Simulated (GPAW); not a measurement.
Crystal: Ga.

```
CELL_PARAMETERS angstrom
2.26150 -3.83050 0.00000
2.26150 3.83050 0.00000
0.00000 0.00000 4.52400
ATOMIC_POSITIONS crystal
Ga 0.34510 0.65490 0.41900
Ga 0.15490 0.84510 0.91900
Ga 0.65490 0.34510 0.58100
Ga 0.84510 0.15490 0.08100
```

| Item | Value |
| --- | --- |
| Program | GPAW 26.7.0 |
| Task | single point |
| Functional | PBEsol |
| Potentials or basis | PAW data sets generated in the run's folder for this functional |
| Cutoff | 600 eV |
| Basis | pw |
| k mesh | 7 × 7 × 6 |
| Occupations | fermi-dirac, width 0.05 eV |
| Spin | no spin polarisation |

On this cell: pressure -0.8 GPa; largest force 0.113 eV/Å; band gap on the k mesh none (metal or under the smearing width).

The same run follows on a disturbed copy (atoms moved at random, drawn with an rms of 0.05 Å):

```
CELL_PARAMETERS angstrom
2.26150 -3.83050 0.00000
2.26150 3.83050 0.00000
0.00000 0.00000 4.52400
ATOMIC_POSITIONS crystal
Ga 0.35757 0.64982 0.41385
Ga 0.14332 0.83858 0.91636
Ga 0.65595 0.34610 0.59843
Ga 0.85130 0.16278 0.08640
```

**Question.** What does the disturbed cell give?

**Answer.** The energy (extrapolated to zero smearing) moves by +7.0 meV/atom; pressure -0.7 GPa; largest force 0.474 eV/Å; band gap on the k mesh none (metal or under the smearing width).

Forces in eV/Å, atoms in the order of the input:
```
Ga   0.102  0.462 -0.029
Ga   0.188 -0.240  0.016
Ga  -0.168 -0.349 -0.172
Ga  -0.122  0.128  0.186
```

Stress tensor (GPa, compression positive):
```
-1.54 -0.06  0.25
-0.06  0.22 -0.64
 0.25 -0.64 -0.77
```
